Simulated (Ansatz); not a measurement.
**How far to go with shifted k-point meshes: GeTe (R3m, 2 atoms in the cell)**

```
GeTe
1.0
    2.10078     1.21288     3.69006
   -2.10078     1.21288     3.69006
    0.00000    -2.42577     3.69006
Ge Te
1 1
Direct
  0.99675   0.99675   0.99675
  0.52878   0.52878   0.52878
```

Level of theory: PBE, PAW files (plane waves; Ansatz, a first-principles code).

Base settings: basis.ecutwfc = 30.9 Ry; kpoints.mp_grid.grid = 7 7 7; hamiltonian.xc = pbe; hamiltonian.pseudopotentials = {kind: paw} (the program's default PAW files); scf.occupations.method = fixed.

In this ladder: kpoints.mp_grid.shift = 0.5 0.5 0.5.

Shifted meshes do not hold Γ, so a gap read on them misses any band edge there.

Only quantities that move along the ladder and can be compared are tabulated.

The count of work is k-points × plane waves × bands × iterations; it is no time. 

The starting cell comes from a database of computed structures (which also holds hypothetical and non-ambient phases and stackings), without a prior relaxation at this level. Its lattice was rescaled by up to half a per cent. One atom was moved a little off its site on purpose. Spin-orbit coupling is off. Ansatz's pressure includes its estimate of the finite-basis (Pulay) stress.

```csv
kpoints.mp_grid.grid,free energy less the last step's (meV/atom),pressure (GPa),largest difference of a force vector from the last step's (eV/Å),gap on the mesh (eV),count of work / last
2 2 2,-165.72,0.36,0.110,2.709,0.0022
3 3 3,9.74,0.15,0.521,1.145,0.0067
4 4 4,-17.19,0.12,0.189,0.981,0.011
5 5 5,-13.34,-0.04,0.105,1.083,0.021
6 6 6,-7.18,-0.01,0.043,0.778,0.031
7 7 7,-3.56,0.06,0.030,0.723,0.049
8 8 8,-2.63,0.05,0.009,0.723,0.067
9 9 9,-1.34,0.07,0.005,0.670,0.095
10 10 10,-0.88,0.08,0.001,0.624,0.12
11 11 11,-0.52,0.09,0.000,0.665,0.16
12 12 12,-0.31,0.09,0.001,0.544,0.20
14 14 14,-0.11,0.10,0.001,0.549,0.31
15 15 15,-0.06,0.10,0.001,0.574,0.39
17 17 17,-0.02,0.10,0.000,0.552,0.55
19 19 19,0.00,0.11,0.000,0.560,0.75
21 21 21,0.00,0.11,0.000,0.558,1.0
```

Coarsest kpoints.mp_grid.grid that holds the forces within 0.01 eV/Å of the last step, with all finer ones: 8 8 8, at 0.067 of the last step's count of work; the step before is off by 0.030 eV/Å.

Coarsest kpoints.mp_grid.grid that holds the pressure within 0.2 GPa of the last step, with all finer ones: 3 3 3, at 0.0067 of the last step's count of work; the step before is off by 0.26 GPa.

The gap on the mesh jumps up and down from mesh to mesh; it is no smooth measure of convergence.

Keys are those of Ansatz 0.2.
